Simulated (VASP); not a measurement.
Runs of VASP 6.6.1 on CoO. It takes space group Pm-3m (No. 221, cubic). The conventional cell has a = 2.571 Å, b = 2.571 Å, c = 2.571 Å, α = 90.00°, β = 90.00°, γ = 90.00°. Co (site symmetry m-3m) has 8 O at 2.23 Å as nearest neighbours. Around O (site symmetry m-3m) lie 8 Co at 2.23 Å. Measurements of this composition are mostly on another form, of space group No. 225.

```tsv
level	spin	U	further INCAR settings	gap on the mesh (eV)	pressure (GPa)	moment (μB)
LDA+U	off	Co d U = 4 eV	ALGO = Fast; EDIFF = 1e-06	none	-27.3	-
LDA+U	collinear, ferromagnetic start	Co d U = 4 eV	ALGO = Fast; EDIFF = 1e-06	1.49	(b)	3.00
LDA	collinear, ferromagnetic start	-	ALGO = Normal; EDIFF = 1e-06	none	(a)	3.00
LDA	non-collinear, random start, SOC	-	ALGO = Fast; EDIFF = 1e-06	-	-8.9	2.98
LDA+U	collinear, random start	Co d U = 4 eV	ALGO = Fast; EDIFF = 1e-07	1.49	-2.7	3.00
LDA+U	collinear, zero start	Co d U = 4 eV	ALGO = Fast; EDIFF = 1e-07	none	-27.2	0.00
LDA	collinear, random start	-	ALGO = Normal; EDIFF = 1e-07	none	-8.8	3.00
```

Alike in all rows: task single point; potentials or basis VASP PAW LDA potentials, release 64 (Co, O); cell as given; k mesh 7 × 7 × 7; cutoff (eV) 520; smearing gaussian 0.05 eV.

Question: Estimate the missing entries.

Answer: (a) -9.1; (b) -2.6.

Caveats: a cell with one magnetic atom can't hold antiferromagnetic order, which such compounds often take (some runs); an odd mesh through Γ misses points on the zone boundary, where band edges often lie (some runs); semilocal functionals often make such compounds metallic where correlation or magnetic order opens a gap, which also shifts bond lengths (some runs); an odd number of electrons without spin polarisation forces a metal (some runs); a magnetic or distorted state may lie lower (some runs); U without spin polarisation on a metal has little footing (some runs).

A gap of «none» marks a metal or a gap under the smearing width.

Runs at the PBE level aren't shown here.
